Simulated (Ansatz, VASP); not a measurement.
## GaP2: VASP beside Ansatz

The input INCAR:

```
ALGO     = Normal         # electronic algorithm
EDIFF    = 1E-6           # SCF threshold, eV
ENCUT    = 520            # plane-wave cutoff, eV
GGA      = PE             # functional
ISIF     = 2              # what is computed and relaxed
ISMEAR   = 0              # smearing method
LASPH    = True           # aspherical terms in the spheres
LCHARG   = False          # write CHGCAR
LREAL    = False          # projectors in reciprocal space
LWAVE    = False          # write WAVECAR
NBANDS   = 18             # bands
NELM     = 60             # most SCF steps
PREC     = Accurate       # precision mode
SIGMA    = 0.1            # smearing width, eV
```

KPOINTS

```
k-points
0
Gamma
  6 6 4
```

POSCAR

```
GaP2
1.0
    3.0009139600      0.0000000000      0.0000000000
    0.0000000000      3.0009139600      0.0000000000
    0.0000000000      0.0000000000      5.7174032800
Ga P
1 2
Direct
    0.0000000000      0.0000000000      0.0000000000
    0.5000000000      0.5000000000      0.7286017500
    0.5000000000      0.5000000000      0.2713982500
```

Input for Ansatz:

```yaml
crystal:
  lattice:
    - [3.00091396, 0.0, 0.0]
    - [0.0, 3.00091396, 0.0]
    - [0.0, 0.0, 5.71740328]
  atoms:
    - { symbol: Ga, position: [0.0, 0.0, 0.0] }
    - { symbol: P, position: [0.5, 0.5, 0.72860175] }
    - { symbol: P, position: [0.5, 0.5, 0.27139825] }
basis:
  ecutwfc: 420
kpoints:
  mp_grid: { grid: [6, 6, 4] }
hamiltonian:
  xc: pbe
scf:
  occupations: { method: gaussian, width: 0.1 }
  lower_state_search: "off"
output:
  forces: true
  stress: true
  eigenvalues: true
```

Change from the starting cell: species swapped into the FeSi2 type (P4/mmm, No. 123).

Alike in both runs: task single point; functional PBE; k mesh 6 × 6 × 4; occupations gaussian, width 0.1 eV; no spin polarisation.

|  | VASP | Ansatz |
| --- | --- | --- |
| version | VASP 6.6.1 | Ansatz 0.2.0 |
| potentials or method | VASP PAW PBE potentials, release 64 (Ga_d, P) | scalar-relativistic, plane waves, PAW |
| plane-wave cutoff (eV) | 520 | 420 |
| valence electrons in the cell | 23 | 23 |

```csv
,VASP,Ansatz,Ansatz less VASP
gap on the k mesh at the Fermi level (eV),none,none,-
pressure (GPa),4.4,4.3,-0.06
largest component of the traceless stress (GPa),8.80,8.79,-0.007
rms of the force components (eV/Å),0.298,0.297,-0.0004
```

Atom by atom the forces differ by 0.000 eV/Å (rms over components). A gap of «none» marks a metal or a gap that the smearing closes.
